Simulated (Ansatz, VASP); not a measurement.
Si3C in VASP and in Ansatz

POSCAR

```
Si3C
1.0
    3.4991176802      0.0000000000      0.0000000000
    0.0000000000      3.4991176802      0.0000000000
    0.0000000000      0.0000000000      5.0985062335
C Si
1 3
Direct
    0.0000000000      0.0000000000      0.0000000000
    0.0000000000      0.5000000000      0.2031984769
    0.5000000000      0.5000000000      0.5000000000
    0.5000000000      0.0000000000      0.7968015231
```

The input INCAR.step1:

```
  ALGO = Normal
  EDIFF = 1E-4
  ENCUT = 520
  GGA = PE
  ISMEAR = -1
  LASPH = True
  LCHARG = False
  LREAL = False
  LWAVE = True
  NBANDS = 16
  NELM = 80
  PREC = Accurate
  SIGMA = 0.02
```

Contents of INCAR.step2:

```
  ALGO = Normal
  EDIFF = 1E-6
  ENCUT = 520
  ISIF = 2
  ISMEAR = -1
  ISTART = 1
  LASPH = True
  LCHARG = False
  LMIXTAU = True
  LREAL = False
  LWAVE = False
  METAGGA = R2SCAN
  NBANDS = 16
  NELM = 80
  PREC = Accurate
  SIGMA = 0.02
```

KPOINTS

```
k-points
0
Gamma
  6 6 4
```

Input for Ansatz:

```yaml
crystal:
  lattice:
    - [3.4991176802, 0.0, 0.0]
    - [0.0, 3.4991176802, 0.0]
    - [0.0, 0.0, 5.0985062335]
  atoms:
    - { symbol: C, position: [0.0, 0.0, 0.0] }
    - { symbol: Si, position: [0.0, 0.5, 0.2031984769] }
    - { symbol: Si, position: [0.5, 0.5, 0.5] }
    - { symbol: Si, position: [0.5, 0.0, 0.7968015231] }
kpoints:
  mp_grid: { grid: [6, 6, 4] }
hamiltonian:
  xc: r2scan
scf:
  occupations: { method: fermi_dirac, width: 0.02 }
  n_extra_bands: 5
output:
  forces: true
  stress: true
  eigenvalues: true
```

Alike in both runs: task single point; functional r2SCAN; k mesh 6 × 6 × 4; occupations fermi-dirac, width 0.02 eV; no spin polarisation.

|  | VASP | Ansatz |
| --- | --- | --- |
| version | VASP 6.6.1 | Ansatz 0.2.0 |
| potentials or method | VASP PAW PBE potentials, release 64 (C, Si) | plane waves, PAW |
| plane-wave cutoff (eV) | 520 | 500 |
| valence electrons in the cell | 16 | 16 |

```tsv
	VASP	Ansatz	Ansatz less VASP
pressure (GPa)	-7.4	-7.2	+0.16
largest component of the traceless stress (GPa)	0.39	0.36	-0.028
rms of the force components (eV/Å)	0.102	0.086	-0.0151
```

Atom by atom the forces differ by 0.015 eV/Å (rms over components). With one functional, cell and mesh, what is left measures potentials, basis and numerics.

Caveats: the PAW data sets were made with another functional, which shifts forces and pressure a little (VASP).
